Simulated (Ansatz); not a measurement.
**Ni under changes of volume**

One of the cells (10.597 Å³/atom); the others are scaled copies at fixed shape and fractional positions:

```xyz
1
Lattice="-1.3837 1.3837 1.3837 1.3837 -1.3837 1.3837 1.3837 1.3837 -1.3837" Properties=species:S:1:pos:R:3 pbc="T T T"
Ni    0.0000    0.0000    0.0000
```

This isn't the form of Ni at room conditions, which is fcc.

* Program: Ansatz 0.2.0
* Functional: PBEsol
* Potentials or basis: Ansatz PAW
* Cutoff: 420 eV (not typed: the program's choice for these potentials)
* k mesh: 13 × 13 × 13
* Occupations: fermi-dirac, width 0.05 eV
* Spin: collinear spin, ferromagnetic start
* Starting moments: [1.0] μB

```tsv
volume (Å³/atom)	energy over the lowest point (meV/atom)	pressure (GPa)	moment (μB per cell)
9.962	18.76	12.4	0.52
10.174	5.87	7.0	0.56
10.385	0.00	2.0	0.58
10.597	?	?	?
10.809	6.42	-6.4	0.60
11.021	17.40	-9.9	0.61
11.233	32.77	-13.0	0.62
```

**Question.** What does the run at 10.597 Å³/atom give?

**Answer.** Energy over the lowest point 0.41 meV/atom; pressure -2.4 GPa; moment 0.59 μB per cell.

Worked out: A Birch-Murnaghan fit of order 3 (a polynomial in V^(-2/3)) to the other rows has its minimum at 10.48 Å³/atom with B0 = V·E''(V) = 223 GPa and B' = 4.8. It gives 0.42 meV/atom at 10.597 Å³/atom, against the run's 0.41, and -dE/dV = -2.5 GPa, against -2.4. A parabola through the other rows of the moment, of slope 0.0709 μB per Å³/atom there, gives 0.59 μB, against the run's 0.59.

Energies are extrapolated to zero smearing.

Caveats: the PAW data sets come from PBE, with cores solved anew for the run's functional, which leaves a small shift of forces and pressure.
